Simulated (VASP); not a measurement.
The system is ZnS.

```xyz
2
Lattice="0.0000 2.7020 2.7020 2.7020 0.0000 2.7020 2.7020 2.7020 0.0000" Properties=species:S:1:pos:R:3 pbc="T T T"
Zn    1.3510    1.3510    1.3510
S     0.0000    0.0000    0.0000
```

| Quantity | Value |
| --- | --- |
| Program | VASP 6.6.1 |
| Task | relaxation of cell and atoms |
| Functional | PBEsol |
| Potentials or basis | VASP PAW PBE potentials, release 64 (Zn, S) |
| Cutoff | 600 eV |
| k mesh | 10 × 10 × 10 |
| Occupations | gaussian, width 0.03 eV |
| Spin | no spin polarisation |

At the start: pressure -1.7 GPa; volume 19.73 Å³/atom.

Task: How do energy, volume and symmetry change on relaxing?

Result: Over 3 steps the energy falls by 2.7 meV/atom and the volume is 19.26 Å³/atom (-2.4 %); space group F-43m (No. 216, to 0.05 Å).

The path:
| step | energy change (eV) | largest force (eV/Å) | pressure (GPa) | volume (Å³) |
| --- | --- | --- | --- | --- |
| 1 | 0.0000 | 0.0000 | -1.73 | 39.45 |
| 2 | -0.0049 | 0.0000 | 0.60 | 38.25 |
| 3 | -0.0054 | 0.0000 | -0.03 | 38.51 |

Final structure:
```xyz
2
Lattice="0.0000 2.6803 2.6803 2.6803 0.0000 2.6803 2.6803 2.6803 0.0000" Properties=species:S:1:pos:R:3 pbc="T T T"
Zn    1.3402    1.3402    1.3402
S     0.0000    0.0000    0.0000
```

Caveat: the PAW data sets were made with another functional, which shifts forces and pressure a little.
